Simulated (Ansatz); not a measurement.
Runs of Ansatz 0.2.0 on Te. The structure is cubic, space group P4_132 (No. 213). Conventional cell: a = 5.223 Å, b = 5.223 Å, c = 5.223 Å, α = 90.00°, β = 90.00°, γ = 90.00°. Te (site symmetry 32) is surrounded by 6 Te at 3.20 Å. The cell was built by a generator and needn't be a form met in nature.

```csv
share of exact exchange,mesh quality,gap on the mesh (eV),pressure (GPa)
0.2,not flagged,0.33,(c)
0.4,not flagged,0.50,-2.7
0.15,not flagged,0.30,-0.9
0.3,not flagged,(b),(a)
0.1,coarse,-,-0.5
```

Alike in all rows: task single point; level HSE06 form with a typed share of exact exchange; potentials or basis Ansatz PAW; no spin polarisation; cell as given; k mesh 3 × 3 × 3; cutoff (eV) 420; smearing fermi-dirac 0.05 eV.

Q: Estimate the missing entries.

A: (a) -2.0; (b) 0.42; (c) -1.3.

Caveats: some runs use coarse meshes; the PAW data sets come from PBE, with cores solved anew for the run's functional, which leaves a small shift of forces and pressure; the thresholds are loose for stress; odd divisions of the mesh miss points on the zone boundary, where band edges often lie, so the gap on the mesh can be too wide (some runs); spin-orbit coupling is left out, which moves the levels of the heavy elements (some runs).

A k mesh can miss the band edges, and the runs leave out spin-orbit coupling on Te.
